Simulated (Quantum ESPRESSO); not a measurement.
# Ir (Fm-3m) in Quantum ESPRESSO: single point with PBE

Aim: the single point of Ir with PBE.

Program: Quantum ESPRESSO 7.5. These are calculated values, not measurements. Logs are shortened: lines on timing, memory, paths and dates and some standing lists are left out, and cuts for length are marked.

## (1) Starting point

Symmetry: Fm-3m, No. 225, cubic system. Conventional cell: a = 3.831 Å, b = 3.831 Å, c = 3.831 Å, α = 90.00°, β = 90.00°, γ = 90.00°. Ir (site symmetry m-3m) is surrounded by 12 Ir at 2.71 Å.

## (2) Single point, PBE

pw.in reads:

```
&CONTROL
  calculation = 'scf'
  prefix = 'pwscf'
  outdir = './tmp'
  pseudo_dir = './pseudo'
  tprnfor = .true.
  tstress = .true.
  disk_io = 'nowf'
/
&SYSTEM
  ibrav = 0
  nat = 1
  ntyp = 1
  ecutwfc = 61
  nbnd = 15
  occupations = 'smearing'
  smearing = 'fd'
  degauss = 0.00367493
/
&ELECTRONS
  conv_thr = 2d-10
  electron_maxstep = 120
  mixing_beta = 0.5
/
ATOMIC_SPECIES
Ir   192.2170 77_Ir_17_2.5_2.6_pbe_n_v1.0.upf
CELL_PARAMETERS angstrom
   0.0000000000    1.9156000000    1.9156000000
   1.9156000000    0.0000000000    1.9156000000
   1.9156000000    1.9156000000    0.0000000000
ATOMIC_POSITIONS crystal
Ir     0.0000000000    0.0000000000    0.0000000000
K_POINTS automatic
6 6 6 0 0 0
```

Potentials or basis: SPMS 1.0 PBE.

Launch:

```sh
OMP_NUM_THREADS=1 pw.x -in pw.in > pw.out
```

pw.out:

```text
This program is part of the open-source Quantum ESPRESSO suite
     for quantum simulation of materials; please cite
[... 9 lines left out ...]
     --------------------
     sticks:   dense  smooth     PW     G-vecs:    dense   smooth      PW
     Sum         439     439    151                 6081     6081    1139

     Using Slab Decomposition

     bravais-lattice index     =            0
     lattice parameter (alat)  =       5.1194  a.u.
     unit-cell volume          =      94.8727 (a.u.)^3
     number of atoms/cell      =            1
     number of atomic types    =            1
     number of electrons       =        17.00
     number of Kohn-Sham states=           15
     kinetic-energy cutoff     =      61.0000  Ry
     charge density cutoff     =     244.0000  Ry
     scf convergence threshold =      2.0E-10
     mixing beta               =       0.5000
     number of iterations used =            8  plain     mixing
     Exchange-correlation= PBE
                           (   1   4   3   4   0   0   0)

     celldm(1)=   5.119396  celldm(2)=   0.000000  celldm(3)=   0.000000
     celldm(4)=   0.000000  celldm(5)=   0.000000  celldm(6)=   0.000000

     crystal axes: (cart. coord. in units of alat)
               a(1) = (   0.000000   0.707107   0.707107 )
               a(2) = (   0.707107   0.000000   0.707107 )
               a(3) = (   0.707107   0.707107   0.000000 )

     reciprocal axes: (cart. coord. in units 2 pi/alat)
               b(1) = ( -0.707107  0.707107  0.707107 )
               b(2) = (  0.707107 -0.707107  0.707107 )
               b(3) = (  0.707107  0.707107 -0.707107 )

     PseudoPot. # 1 for Ir read from file:
     77_Ir_17_2.5_2.6_pbe_n_v1.0.upf
     Pseudo is Norm-conserving + core correction, Zval = 17.0
     Generated using ONCVPSP code by D. R. Hamann
     Using radial grid of 1312 points,  8 beta functions with:
                l(1) =   0
                l(2) =   0
                l(3) =   1
                l(4) =   1
                l(5) =   2
                l(6) =   2
                l(7) =   3
                l(8) =   3

     atomic species   valence    mass     pseudopotential
     Ir               17.00   192.21700     Ir( 1.00)

     48 Sym. Ops., with inversion, found

   Cartesian axes

     site n.     atom                  positions (alat units)
         1        Ir     tau(   1) = (   0.0000000   0.0000000   0.0000000  )

     number of k points=    16  Fermi-Dirac smearing, width (Ry)=  0.0037
                       cart. coord. in units 2pi/alat
        k(    1) = (   0.0000000   0.0000000   0.0000000), wk =   0.0092593
        k(    2) = (   0.1178511   0.1178511  -0.1178511), wk =   0.0740741
        k(    3) = (   0.2357023   0.2357023  -0.2357023), wk =   0.0740741
        k(    4) = (  -0.3535534  -0.3535534   0.3535534), wk =   0.0370370
        k(    5) = (   0.2357023   0.0000000  -0.0000000), wk =   0.0555556
        k(    6) = (   0.3535534   0.1178511  -0.1178511), wk =   0.2222222
[... 8 lines left out ...]
        k(   15) = (  -0.1178511  -0.3535534   0.5892557), wk =   0.2222222
        k(   16) = (  -0.7071068   0.2357023   0.0000000), wk =   0.1111111

     Dense  grid:     6081 G-vectors     FFT dimensions: (  25,  25,  25)

     Initial potential from superposition of free atoms

     starting charge      16.9998, renormalised to      17.0000
     Starting wfcs are   10 randomized atomic wfcs +    5 random wfcs

     Self-consistent Calculation

     iteration #  1     ecut=    61.00 Ry     beta= 0.50
     Davidson diagonalization with overlap
     ethr =  1.00E-02,  avg # of iterations =  4.1

     Threshold (ethr) on eigenvalues was too large:
     Diagonalizing with lowered threshold

     Davidson diagonalization with overlap
     ethr =  9.51E-05,  avg # of iterations =  2.1

     total energy              =    -225.23995342 Ry
     estimated scf accuracy    <       0.01622921 Ry

     iteration #  2     ecut=    61.00 Ry     beta= 0.50
     Davidson diagonalization with overlap
     ethr =  9.55E-05,  avg # of iterations =  1.9

     total energy              =    -225.24246850 Ry
     estimated scf accuracy    <       0.00054881 Ry

     iteration #  3     ecut=    61.00 Ry     beta= 0.50
     Davidson diagonalization with overlap
     ethr =  3.23E-06,  avg # of iterations =  2.6

     total energy              =    -225.24250677 Ry
     estimated scf accuracy    <       0.00010618 Ry

     iteration #  4     ecut=    61.00 Ry     beta= 0.50
     Davidson diagonalization with overlap
     ethr =  6.25E-07,  avg # of iterations =  1.0

     total energy              =    -225.24250953 Ry
     estimated scf accuracy    <       0.00000032 Ry

     iteration #  5     ecut=    61.00 Ry     beta= 0.50
     Davidson diagonalization with overlap
     ethr =  1.91E-09,  avg # of iterations =  1.9

     total energy              =    -225.24250961 Ry
     estimated scf accuracy    <       0.00000006 Ry

     iteration #  6     ecut=    61.00 Ry     beta= 0.50
     Davidson diagonalization with overlap
     ethr =  3.31E-10,  avg # of iterations =  2.0

     total energy              =    -225.24250962 Ry
     estimated scf accuracy    <          2.8E-09 Ry

     iteration #  7     ecut=    61.00 Ry     beta= 0.50
     Davidson diagonalization with overlap
     ethr =  1.66E-11,  avg # of iterations =  1.9

     End of self-consistent calculation

          k = 0.0000 0.0000 0.0000 (   749 PWs)   bands (ev):

   -66.5504 -22.9334 -22.9334 -22.9334  15.3400  22.6026  22.6026  22.6026
    25.3095  25.3095  40.1476  45.6944  45.6944  45.6944  51.5489

          k = 0.1179 0.1179-0.1179 (   773 PWs)   bands (ev):

   -66.5337 -23.1401 -22.9619 -22.9619  16.5003  22.1124  22.9961  22.9961
    25.1447  25.1447  41.8107  42.4590  47.7019  47.7019  52.7126

          k = 0.2357 0.2357-0.2357 (   769 PWs)   bands (ev):

   -66.5001 -23.5405 -23.0183 -23.0183  18.2329  22.8175  22.8175  22.9930
    26.2820  26.2820  37.7261  41.5673  48.6731  48.6731  51.8689

          k =-0.3536-0.3536 0.3536 (   778 PWs)   bands (ev):

   -66.4833 -23.7347 -23.0464 -23.0464  18.3608  22.4924  22.4924  25.7485
    27.4293  27.4293  33.8567  39.8081  45.7069  45.7069  56.5274

          k = 0.2357 0.0000-0.0000 (   769 PWs)   bands (ev):

   -66.5281 -23.1332 -23.0086 -23.0086  16.9029  21.5110  23.5209  23.5209
    24.0795  25.7721  42.8487  44.1260  46.0316  46.0316  54.1503

          k = 0.3536 0.1179-0.1179 (   773 PWs)   bands (ev):

   -66.5002 -23.4273 -23.0765 -23.0740  18.7297  21.0829  22.6525  23.9072
    25.8606  26.6942  40.1737  43.6628  45.3978  47.0117  52.2801

          k =-0.2357-0.4714 0.4714 (   763 PWs)   bands (ev):

   -66.4777 -23.6549 -23.1662 -23.0929  19.2390  21.6945  23.1694  23.4328
    27.5092  29.7279  34.1094  41.5880  44.5262  45.1414  54.3947

          k =-0.1179-0.3536 0.3536 (   767 PWs)   bands (ev):

   -66.4833 -23.5925 -23.1924 -23.0468  19.3862  21.9735  22.7015  23.3907
    25.9601  29.2240  36.3099  41.9133  43.5207  48.1226  50.8754

          k = 0.0000-0.2357 0.2357 (   767 PWs)   bands (ev):

   -66.5113 -23.3334 -23.0945 -22.9811  18.1480  21.4918  22.9143  23.8200
    24.1632  26.7395  40.9621  43.7701  46.1896  46.6122  51.5649

          k = 0.4714 0.0000-0.0000 (   769 PWs)   bands (ev):

   -66.4835 -23.5109 -23.1572 -23.1572  18.9513  19.8149  24.3436  25.9993
    25.9993  26.8051  41.6502  41.6502  43.0486  46.5723  48.5256

          k =-0.1179-0.5893 0.5893 (   759 PWs)   bands (ev):

   -66.4667 -23.6100 -23.2806 -23.1851  19.2057  19.9247  24.1458  25.8277
    27.7009  30.4189  35.5931  40.2862  40.6626  47.8603  51.8143

          k =-0.0000-0.4714 0.4714 (   752 PWs)   bands (ev):

   -66.4666 -23.4781 -23.4741 -23.1303  20.0063  21.1649  22.6176  24.8857
    26.5257  31.5325  36.5275  37.5016  44.2450  45.8556  52.9692

          k =-0.7071 0.0000 0.0000 (   740 PWs)   bands (ev):

   -66.4611 -23.6897 -23.2307 -23.2307  18.5362  19.1163  27.3911  28.0174
    28.0174  28.2121  37.1165  38.0472  38.0472  47.9055  51.8011

          k =-0.2357-0.4714 0.7071 (   763 PWs)   bands (ev):

   -66.4778 -23.5337 -23.2641 -23.1167  20.1946  20.6958  21.8439  25.2492
    25.9989  29.5002  37.9888  40.4431  43.0289  48.9799  49.5807

          k =-0.1179-0.3536 0.5893 (   760 PWs)   bands (ev):

   -66.4666 -23.5591 -23.3609 -23.1626  20.6528  20.6884  22.1831  24.5966
    27.1591  33.1768  33.4153  39.9785  41.5249  47.5412  52.2190

          k =-0.7071 0.2357 0.0000 (   750 PWs)   bands (ev):

   -66.4611 -23.5772 -23.3478 -23.2366  19.6476  20.2439  23.4222  25.4976
    28.0214  33.3595  34.9751  37.1425  39.7587  50.9348  52.1101

     the Fermi energy is    26.0958 ev

!    total energy              =    -225.24250962 Ry
     estimated scf accuracy    <          1.7E-10 Ry
     smearing contrib. (-TS)   =      -0.00078592 Ry
     internal energy E=F+TS    =    -225.24172370 Ry

     The total energy is F=E-TS. E is the sum of the following terms:
     one-electron contribution =     -29.04337833 Ry
     hartree contribution      =      27.14385769 Ry
     xc contribution           =     -40.32562659 Ry
     ewald contribution        =    -183.01657646 Ry

     convergence has been achieved in   7 iterations

     Forces acting on atoms (cartesian axes, Ry/au):

     atom    1 type  1   force =     0.00000000    0.00000000    0.00000000

     Total force =     0.000000     Total SCF correction =     0.000000

     Computing stress (Cartesian axis) and pressure

          total   stress  (Ry/bohr**3)                   (kbar)     P=      117.84
   0.00080103   0.00000000   0.00000000          117.84        0.00        0.00
   0.00000000   0.00080103   0.00000000            0.00      117.84        0.00
   0.00000000   0.00000000   0.00080103            0.00        0.00      117.84

=------------------------------------------------------------------------------=
   JOB DONE.
=------------------------------------------------------------------------------=
```

It took 1.8 s on 1 thread of Arm Neoverse V2, shared host; peak memory 0.05 GiB.

Results:

```yaml
Free_energy: -3064.5805 eV
Pressure: 11.8 GPa
Band_gap_on_the_k_mesh: none (metal or under the smearing width)
```

Caveat: the k mesh is coarse (spacing up to 0.47 Å⁻¹), so the values aren't converged. The run has no spin-orbit coupling, so splittings on Ir are missing.
